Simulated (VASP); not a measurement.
Write the native input for VASP 6.6.1 that does the following.

```yaml
Task: single point
Functional: PBEsol
Potentials_or_basis: VASP PAW PBE potentials, release 64 (K_sv, F)
Cutoff: 520 eV
k_mesh: 6 × 6 × 6
Occupations: gaussian, width 0.01 eV
Spin: no spin polarisation
Dipole_correction: no
Further_INCAR_settings: ALGO = Fast; EDIFF = 1e-06; NBANDS = 15
```

The structure of KF lies in POSCAR:

```
KF
1.0
    0.0000000000      2.9354014290      2.9354014290
    2.9354014290      0.0000000000      2.9354014290
    2.9354014290      2.9354014290      0.0000000000
K F
1 1
Direct
    0.0000000000      0.0000000000      0.0000000000
    0.2500000000      0.2500000000      0.2500000000
```

The cell was built by a generator and needn't be a form met in nature.

One way to write it, as run:

INCAR

```
  ALGO = Fast
  EDIFF = 1E-6
  ENCUT = 520
  GGA = PS
  ISIF = 2
  ISMEAR = 0
  LASPH = T
  LCHARG = F
  LREAL = F
  LWAVE = F
  NBANDS = 15
  NELM = 100
  PREC = Accurate
  SIGMA = 0.01
```

KPOINTS

```
k-points
0
Gamma
  6 6 6
```

Potentials or basis: VASP PAW PBE potentials, release 64 (K_sv, F).

The run is started by

```console
$ cat potpaw_PBE.64/K_sv/POTCAR potpaw_PBE.64/F/POTCAR > POTCAR
$ mpirun -np 1 vasp_std > vasp.out
```

It gave:

```yaml
Pressure: -0.2 GPa
Band_gap_on_the_k_mesh: 5.21 eV, indirect (least direct gap 5.43 eV)
```

Caveat: the PAW data sets were made with another functional, which shifts forces and pressure a little.

Run time: 12 s on 1 thread of AMD EPYC 9R45 (Zen 5), with other jobs on the host, peak memory 0.14 GiB.
